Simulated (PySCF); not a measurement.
Molecule: SMILES c1cn[nH]c1, C$_{3}$H$_{4}$N$_{2}$.

Mapped SMILES: `[cH:1]1[cH:2][n:3][nH:4][cH:5]1` (H(Xn): hydrogen on atom n).

Spin–spin couplings on one PBE0-D3(BJ)/def2-SVP geometry, PySCF 2.14, gas phase, non-relativistic, equivalent pairs averaged; isotopes 13C, 1H, 15N; basis pcJ-1.

**Question.** How do the couplings (Hz) change with the functional? Times are CPU seconds on shared hosts with different chips, so compare them loosely.

**Answer.** 
```
functional  functions  1J(C2,H(C2))  1J(C5,H(C5))  1J(C1,H(C1))  1J(N4,H(N4))  1J(C1,C5)  1J(C1,C2)  1J(N3,N4)  core-s
       LDA        175         156.1         153.8         147.7         -91.2       57.0       40.0      -14.4      10
       PBE        175         182.4         179.4         172.5        -103.0       68.8       50.0      -14.2      18
       KT2        175         197.6         193.4         186.2        -112.7       59.5       40.0      -16.2      19
     B3LYP        175         196.5         195.1         186.8        -110.8       75.2       58.1      -13.2      17
      PBE0        175         186.7         185.3         177.4        -106.5       72.5       55.9      -13.1      24
     B97-2        175         179.4         177.9         170.1        -102.4       71.8       55.2      -12.8      24
 BHandHLYP        175         208.4         208.6         198.8        -118.5       84.5       69.1      -11.5      26
 CAM-B3LYP        175         193.4         192.8         184.0        -110.1       73.6       58.0      -12.8      31
``` Left out for a near triplet instability: HF/pcJ-1.
